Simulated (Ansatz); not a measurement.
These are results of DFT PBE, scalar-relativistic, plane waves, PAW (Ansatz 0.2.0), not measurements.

Plane waves to 420 eV, a k mesh through Γ of 8×8×8 on the computed 4-atom cell and Gaussian smearing (0.10 eV); no spin polarisation.

Structure with the computed forces (eV/Å) in the last three columns:

```xyz
4
Lattice="0.0000 3.7306 3.7306 3.7306 0.0000 3.7306 3.7306 3.7306 0.0000" Properties=species:S:1:pos:R:3:forces:R:3 pbc="T T T" pressure_GPa=-0.35
Ga    0.0000    0.0000    0.0000    0.0000    0.0000    0.0220
Sb    1.8653    1.8653    2.0903    0.0000    0.0000   -0.4520
Sb    5.5959    5.5959    5.5959    0.0000    0.0000    0.2840
Sb    3.7306    3.7306    3.7306    0.0000    0.0000    0.1460
```

Stress tensor (GPa, compression positive):

```
-0.32  0.52  0.00
 0.52 -0.32  0.00
 0.00  0.00 -0.40
```